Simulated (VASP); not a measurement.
Input of a VASP 6.6.1 run:

INCAR

```
SYSTEM = CdS
ALGO = Normal
EDIFF = 1E-6
ENCUT = 500
GGA = PE
ISIF = 2
ISMEAR = 0
LASPH = .TRUE.
LCHARG = .FALSE.
LREAL = .FALSE.
LWAVE = .FALSE.
NBANDS = 16
NELM = 80
PREC = Accurate
SIGMA = 0.02
```

File KPOINTS:

```
k-points
0
G
  4 4 4
  0 0 0
```

File POSCAR:

```
CdS
1.0
    0.0000000000      2.7532440000      2.7532440000
    2.7532440000      0.0000000000      2.7532440000
    2.7532440000      2.7532440000      0.0000000000
Cd S
1 1
Direct
    0.0000000000      0.0000000000      0.0000000000
    0.5000000000      0.5000000000      0.5000000000
```

Potentials or basis: VASP PAW PBE potentials, release 64 (Cd_GW, S_GW).

Command:

```bash
$ cat potpaw_PBE.64/Cd_GW/POTCAR potpaw_PBE.64/S_GW/POTCAR > POTCAR
$ mpirun -np 1 vasp_std > vasp.out
```

Estimate the pressure.

-0.1 GPa.

Estimate the band gap on the k mesh.

0.21 eV, indirect (least direct gap 1.52 eV).

Caveat: the k mesh is coarse (spacing up to 0.49 Å⁻¹), so the values aren't converged. A k mesh can miss the band edges.
